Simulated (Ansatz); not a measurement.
Rows from a G0W0 calculation on Sb2S3 (Stibnite) (Ansatz 0.2.0; G0W0 on PBE, plane waves, PAW; 2×4×2 mesh, 239 empty bands, screening to 36 eV), in eV. Spin-orbit coupling is left out.

| row | k | band | start | Σx | Σc at the solution | Vxc |
| --- | --- | --- | --- | --- | --- | --- |
| A | Γ | c2 | 8.784 | -9.964 | -3.094 | -13.797 |
| B | Γ | v2 | 7.032 | -16.359 | 1.699 | -14.978 |
| C | (0.000, 0.000, -0.500) | v1 | 7.139 | -17.146 | 1.939 | -15.549 |
| D | Γ | c1 | 8.640 | -9.134 | -2.878 | -12.572 |
| E | Γ | v1 | 7.231 | -16.732 | 1.478 | -15.688 |
| F | (0.000, 0.000, -0.500) | c1 | 8.541 | -9.556 | -2.920 | -13.129 |

**Question.** Give the quasiparticle energies and the shift of each level.

The quasiparticle equation reads E = start + Σx + Σc(E) − Vxc.

| row | E (eV) | shift (eV) |
| --- | --- | --- |
| A | 9.522 | +0.738 |
| B | 7.350 | +0.318 |
| C | 7.481 | +0.342 |
| D | 9.200 | +0.560 |
| E | 7.665 | +0.434 |
| F | 9.194 | +0.653 |

The gap over the computed points goes from 1.31 eV to 1.53 eV.

Limits: not at the basis limit; no spin-orbit coupling; coarse k mesh.

[Runs of the session that timed out or met a known fault of the program may be left out.]

[Cells called generated may have been cut or substituted from an entry of the Crystallography Open Database or the Materials Project.]

[Hosts, paths, dates, database ids (printed as entryN), source tags and the programs' standing remarks are cut or masked in the printed files.]
